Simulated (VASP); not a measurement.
Level of theory: PBEsol GGA, VASP's PBE PAW potentials (set 64) (plane waves; VASP 6.6.1).

Input for VASP

### INCAR
```
# general
SYSTEM =CsCl
PREC   =Accurate
ENCUT  =400
LREAL  =F
LASPH  =T   # aspherical one-centre terms

# electronic loop
EDIFF  =1E-6
NELM   =100   # most electronic steps
ALGO   =Normal   # blocked Davidson
LMAXMIX=4   # l cut-off of mixed one-centre charges

# smearing
ISMEAR =0   # Gaussian
SIGMA  =0.05   # width (eV)

# functional
GGA    =PS

# ions
IBRION =2   # conjugate gradients
NSW    =60
ISIF   =3   # ions, shape and volume
EDIFFG =-0.01   # ionic stop

# output
LWAVE  =F
LCHARG =F
```

KPOINTS:
```
Automatic mesh
0
Gamma
6 6 6
0 0 0
```

**POSCAR**
```
CsCl
1
    4.1150000000     0.0000000000     0.0000000000
    0.0000000000     4.1150000000     0.0000000000
    0.0000000000     0.0000000000     4.1150000000
Cs Cl
1 1
Direct
  0.0000000000   0.0000000000   0.0000000000
  0.5000000000   0.5000000000   0.5000000000
```

POTCAR, in this order: Cs_sv Cl (PBE.64 set). Program: vasp_std.

Output of the run:

OUTCAR:
```
 ion  position               nearest neighbor table
   1  0.000  0.000  0.000-
   2  0.500  0.500  0.500-
  LATTYP: Found a simple cubic cell.
 ALAT       =     4.1150000000
 Subroutine PRICEL returns:
 Original cell was already a primitive cell.
 Subroutine GETGRP returns: Found 48 space group operations
The static configuration has the point symmetry O_h .
The dynamic configuration has the point symmetry O_h .
 Subroutine INISYM returns: Found 48 space group operations
 Subroutine IBZKPT returns following result:
 Found     20 irreducible k-points:

 Following reciprocal coordinates:
            Coordinates               Weight
  0.000000  0.000000  0.000000      1.000000
  0.166667  0.000000  0.000000      6.000000
  0.333333  0.000000  0.000000      6.000000
  0.500000  0.000000  0.000000      3.000000
  0.166667  0.166667  0.000000     12.000000
  0.333333  0.166667  0.000000     24.000000
  0.500000  0.166667  0.000000     12.000000
  0.333333  0.333333  0.000000     12.000000
  0.500000  0.333333  0.000000     12.000000
  0.500000  0.500000  0.000000      3.000000
  0.166667  0.166667  0.166667      8.000000
  0.333333  0.166667  0.166667     24.000000
  0.500000  0.166667  0.166667     12.000000
  0.333333  0.333333  0.166667     24.000000
  0.500000  0.333333  0.166667     24.000000
  0.500000  0.500000  0.166667      6.000000
  0.333333  0.333333  0.333333      8.000000
  0.500000  0.333333  0.333333     12.000000
  0.500000  0.500000  0.333333      6.000000
  0.500000  0.500000  0.500000      1.000000
   k-points           NKPTS =     20   k-points in BZ     NKDIM =     20   number of bands    NBANDS=     12
   number of dos      NEDOS =    301   number of ions     NIONS =      2
   total plane-waves  NPLWV =  21952
   dimension x,y,z NGX =    28 NGY =   28 NGZ =   28
   dimension x,y,z NGXF=    56 NGYF=   56 NGZF=   56
   ions per type =               1   1
   PREC   = accura    normal or accurate (medium, high low for compatibility)
   ISTART =      0    job   : 0-new  1-cont  2-samecut
   ICHARG =      2    charge: 1-file 2-atom 10-const
   ISPIN  =      1    spin polarized calculation?
   LNONCOLLINEAR =      F non collinear calculations
   LSORBIT =      F    spin-orbit coupling
   INIWAV =      1    electr: 0-lowe 1-rand  2-diag
   ENCUT  =  400.0 eV  29.40 Ry    5.42 a.u.   6.71  6.71  6.71*2*pi/ulx,y,z
   NELM   =    100;   NELMIN=  2; NELMDL= -5     # of ELM steps
   EDIFF  = 0.1E-05   stopping-criterion for ELM
   LREAL  =      F    real-space projection
   NLSPLINE    = F    spline interpolate recip. space projectors
   LMAXMIX     =    4 max onsite mixed and CHGCAR
   VOSKOWN=      0    Vosko Wilk Nusair interpolation
   EDIFFG = -.1E-01   stopping-criterion for IOM
   NSW    =     60    number of steps for IOM
   NBLOCK =      1;   KBLOCK =     60    inner block; outer block
   IBRION =      2    ionic relax: 0-MD 1-quasi-New 2-CG
   NFREE  =      1    steps in history (QN), initial steepest desc. (CG)
   ISIF   =      3    stress and relaxation
   ISYM   =      2    0-nonsym 1-usesym 2-fastsym
   TEIN   =    0.0    initial temperature
   TEBEG  =    0.0;   TEEND  =   0.0 temperature during run
   SMASS  =  -3.00    Nose mass-parameter (am)
   PSTRESS=    0.0 pullay stress
   NELECT =      16.0000    total number of electrons
   EFERMI =   0.00;   METHOD = LEGACY
   ISMEAR =     0;   SIGMA  =   0.05  broadening in eV -4-tet -1-fermi 0-gaus
   IALGO  =     38    algorithm
   LDIAG  =      T    sub-space diagonalisation (order eigenvalues)
   IMIX   =      4    mixing-type and parameters
     AMIX     =   0.40;   BMIX     =  1.00
     AMIX_MAG =   1.60;   BMIX_MAG =  1.00
...
```

### OSZICAR
```
       N       E                     dE             d eps       ncg     rms          rms(c)
DAV:   1     0.818777710782E+02    0.81878E+02   -0.59330E+03   480   0.935E+02
DAV:   2    -0.176595432078E+01   -0.83644E+02   -0.78578E+02   752   0.173E+02
DAV:   3    -0.714910522906E+01   -0.53832E+01   -0.53643E+01   604   0.485E+01
DAV:   4    -0.720152384327E+01   -0.52419E-01   -0.52373E-01   564   0.597E+00
DAV:   5    -0.720231174410E+01   -0.78790E-03   -0.78777E-03   608   0.701E-01    0.210E+00
DAV:   6    -0.688535924562E+01    0.31695E+00   -0.53717E-01   540   0.425E+00    0.152E+00
DAV:   7    -0.684427067639E+01    0.41089E-01   -0.16260E-01   660   0.231E+00    0.873E-01
DAV:   8    -0.684276977120E+01    0.15009E-02   -0.12413E-02   564   0.845E-01    0.125E-01
DAV:   9    -0.684299981273E+01   -0.23004E-03   -0.26999E-03   624   0.341E-01    0.105E-01
DAV:  10    -0.684305953185E+01   -0.59719E-04   -0.21802E-04   572   0.119E-01    0.192E-02
DAV:  11    -0.684307155184E+01   -0.12020E-04   -0.36989E-05   624   0.403E-02    0.564E-03
DAV:  12    -0.684307123688E+01    0.31496E-06   -0.81198E-06   572   0.178E-02
   1 F= -.68430712E+01 E0= -.68430712E+01  d E =-.684307E+01
       N       E                     dE             d eps       ncg     rms          rms(c)
DAV:   1    -0.687575997262E+01   -0.32688E-01   -0.56246E-01   488   0.516E+00    0.910E-01
DAV:   2    -0.685080866673E+01    0.24951E-01   -0.43521E-02   504   0.128E+00    0.306E-01
DAV:   3    -0.684629008011E+01    0.45186E-02   -0.12216E-02   488   0.686E-01    0.167E-01
DAV:   4    -0.684602753821E+01    0.26254E-03   -0.90214E-04   524   0.198E-01    0.462E-02
DAV:   5    -0.684602847716E+01   -0.93896E-06   -0.56603E-05   548   0.517E-02    0.228E-02
DAV:   6    -0.684603106374E+01   -0.25866E-05   -0.36352E-06   520   0.143E-02    0.559E-03
DAV:   7    -0.684603140106E+01   -0.33732E-06   -0.42039E-07   280   0.441E-03
   2 F= -.68460314E+01 E0= -.68460314E+01  d E =-.296016E-02
       N       E                     dE             d eps       ncg     rms          rms(c)
DAV:   1    -0.686682935196E+01   -0.20798E-01   -0.37917E-01   480   0.424E+00    0.747E-01
DAV:   2    -0.685006636259E+01    0.16763E-01   -0.29076E-02   492   0.105E+00    0.252E-01
DAV:   3    -0.684699991007E+01    0.30665E-02   -0.82929E-03   488   0.566E-01    0.137E-01
DAV:   4    -0.684682918878E+01    0.17072E-03   -0.60316E-04   524   0.163E-01    0.381E-02
DAV:   5    -0.684683051961E+01   -0.13308E-05   -0.38438E-05   532   0.427E-02    0.187E-02
DAV:   6    -0.684683255116E+01   -0.20315E-05   -0.23287E-06   400   0.117E-02    0.464E-03
DAV:   7    -0.684683287928E+01   -0.32813E-06   -0.55483E-07   260   0.532E-03
   3 F= -.68468329E+01 E0= -.68468329E+01  d E =-.376164E-02
```

**OUTCAR**
```
------------------------ aborting loop because EDIFF is reached ----------------------------------------
  FORCE on cell =-STRESS in cart. coord.  units (eV):
  Direction    XX          YY          ZZ          XY          YZ          ZX
  --------------------------------------------------------------------------------------
  Total       -0.0024941     -0.0024941     -0.0024941      0.0000000      0.0000000     -0.0000000
  in kB       -0.0591677     -0.0591677     -0.0591677      0.0000000      0.0000000     -0.0000000
  external PRESSURE =      -0.0591677 kB  Pullay stress =       0.0000000 kB
  volume of cell :       67.54
      direct lattice vectors                 reciprocal lattice vectors
     4.072385290  0.000000000 -0.000000000     0.245556333  0.000000000  0.000000000
    -0.000000000  4.072385290  0.000000000    -0.000000000  0.245556333 -0.000000000
    -0.000000000  0.000000000  4.072385290     0.000000000 -0.000000000  0.245556333
 POSITION                                       TOTAL-FORCE (eV/Angst)
 -----------------------------------------------------------------------------------
      0.00000      0.00000      0.00000         0.000000      0.000000      0.000000
      2.03619      2.03619      2.03619        -0.000000      0.000000      0.000000
 -----------------------------------------------------------------------------------
    total drift:                                0.000000      0.000000      0.000000
  FREE ENERGIE OF THE ION-ELECTRON SYSTEM (eV)
  ---------------------------------------------------
  free  energy   TOTEN  =        -6.8468328793 eV

  energy  without entropy=       -6.8468328793  energy(sigma->0) =       -6.84683288

 reached required accuracy - stopping structural energy minimisation
```
(Selected blocks of OUTCAR.)

### CONTCAR
```
CsCl
   1.00000000000000
     4.0723852898790245    0.0000000000000000   -0.0000000000000000
    -0.0000000000000000    4.0723852898790245    0.0000000000000000
    -0.0000000000000000    0.0000000000000000    4.0723852898790245
  Cs              Cl
     1     1
Direct
     0.0000000000000000    0.0000000000000000    0.0000000000000000
     0.5000000000000000    0.5000000000000000    0.5000000000000000
```

Energy and stress use the plane-wave basis of the starting cell.

The structure comes from a measured CsCl entry (Pm-3m) of the Crystallography Open Database, whose conditions weren't checked. This run relaxes it. Symmetry was kept, so distortions that lower it aren't found.
